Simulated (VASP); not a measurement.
An input for Quantum ESPRESSO's pw.x (written as the equivalent of a VASP run, and not itself run):

```
&CONTROL
  calculation = 'vc-relax'
  pseudo_dir = './pseudo'
  outdir = './out'
  tprnfor = .true.
  tstress = .true.
  nstep = 30
  forc_conv_thr = 0.00039
/
&SYSTEM
  ibrav = 0
  nat = 4
  ntyp = 2
  ecutwfc = 88
  occupations = 'smearing'
  smearing = 'gaussian'
  degauss = 0.003675
  input_dft = 'pbe'
/
&ELECTRONS
  conv_thr = 7.3e-09
  electron_maxstep = 100
/
&IONS
/
&CELL
  cell_dofree = 'shape'
/
ATOMIC_SPECIES
  Be 9.012 Be.upf
  O 15.999 O.upf
CELL_PARAMETERS angstrom
     1.3431840   -2.3264633    0.0000000
     1.3431840    2.3264633    0.0000000
     0.0000000    0.0000000    4.3606596
ATOMIC_POSITIONS crystal
  Be   0.6666670  0.3333330  0.5000376
  Be   0.3333330  0.6666670  0.0000376
  O    0.6666670  0.3333330  0.8779624
  O    0.3333330  0.6666670  0.3779624
K_POINTS automatic
  9 9 5 0 0 0
```

Problem. Write the VASP files for the same calculation (PBE).

Solution. One answer among several that fit: 
**POSCAR**
```
BeO
1
    1.3431839857    -2.3264633190     0.0000000000
    1.3431839857     2.3264633190     0.0000000000
    0.0000000000     0.0000000000     4.3606596169
Be O
2 2
Direct
  0.6666670000   0.3333330000   0.5000376323
  0.3333330000   0.6666670000   0.0000376323
  0.6666670000   0.3333330000   0.8779623677
  0.3333330000   0.6666670000   0.3779623677
```

File KPOINTS:
```
Automatic
0
gamma
 9 9 5
```

**INCAR**
```
! general
SYSTEM=BeO
PREC  =Accurate
ENCUT =520   ! plane-wave cut-off (eV)
LREAL =.False.   ! projection in real space or not
LASPH =.True.

! electronic loop
EDIFF =1E-7
NELM  =100   ! most electronic steps
ALGO  =Normal   ! blocked Davidson

! smearing
ISMEAR=0
SIGMA =0.05

! functional
GGA   =PE

! ions
IBRION=2
NSW   =30
ISIF  =4   ! ions and shape, fixed volume
EDIFFG=-0.01   ! ionic stop

! output
LWAVE =.False.
LCHARG=.False.
```

POTCAR, in this order: Be O (PBE.64 set). Program: vasp_std.

What does not carry over: the potentials are each code's own (VASP's PAW set, PseudoDojo norm-conserving files in pw.x), so ENCUT and ecutwfc are chosen apart and not converted; conv_thr bounds pw.x's estimated SCF error, while EDIFF bounds the energy change between steps; forc_conv_thr acts on force components and is met together with etot_conv_thr.

The compound is BeO in the wurtzite structure. This cell is one point of a volume scan, at 0.97 of the reference volume.
